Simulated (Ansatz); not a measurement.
# ZrN: the cost of one run

Computed with Ansatz 0.2.0 (DFT PBEsol, scalar-relativistic, plane waves, PAW, unless a step's input says otherwise).

2 further runs of the same task are left out: 2 set aside as unsound or not needed.

## 1. The system as given

The structure is cubic, space group Fm-3m (No. 225). The conventional cell has a = 4.553 Å, b = 4.553 Å, c = 4.553 Å, α = 90.00°, β = 90.00°, γ = 90.00°. Zr (site symmetry m-3m) has 6 N at 2.28 Å as nearest neighbours. N (site symmetry m-3m) is surrounded by 6 Zr at 2.28 Å.

As a file:

```xyz
2
Lattice="0.0000 2.2765 2.2765 2.2765 0.0000 2.2765 2.2765 2.2765 0.0000" Properties=species:S:1:pos:R:3 pbc="T T T"
Zr    0.0000    0.0000    0.0000
N     2.2765    2.2765    2.2765
```

It is the result of an earlier relaxation at this level (volume 11.80 Å³/atom; gap on the mesh: none (metal)).

## 2. Phonons at Γ, at rest

File input.yaml:

```yaml
crystal:
  lattice:
    - [0.0, 2.276540574, 2.276540574]
    - [2.276540574, 0.0, 2.276540574]
    - [2.276540574, 2.276540574, 0.0]
  atoms:
    - { symbol: Zr, position: [0.0, 0.0, 0.0] }
    - { symbol: "N", position: [0.5, 0.5, 0.5] }
basis:
  ecutwfc: 420
kpoints:
  mp_grid: { grid: [16, 16, 16] }
hamiltonian:
  xc: pbesol
scf:
  occupations: { method: fermi_dirac, width: 0.15 }
output:
  eigenvalues: true
phonons:
  method: dfpt
  eigenvectors: true
```

On the command line:

```bash
$ ansatz run input.yaml --threads 1 --pin off --max-ram 3072MiB --backend cpu --events-out ev --progress --plain --runs-dir out
```

**Question.** How long does this run take on 1 thread of AMD EPYC 9R45 (Zen 5), shared host, and how much memory does it need?

About 13 s, with a peak of 0.7 GiB.
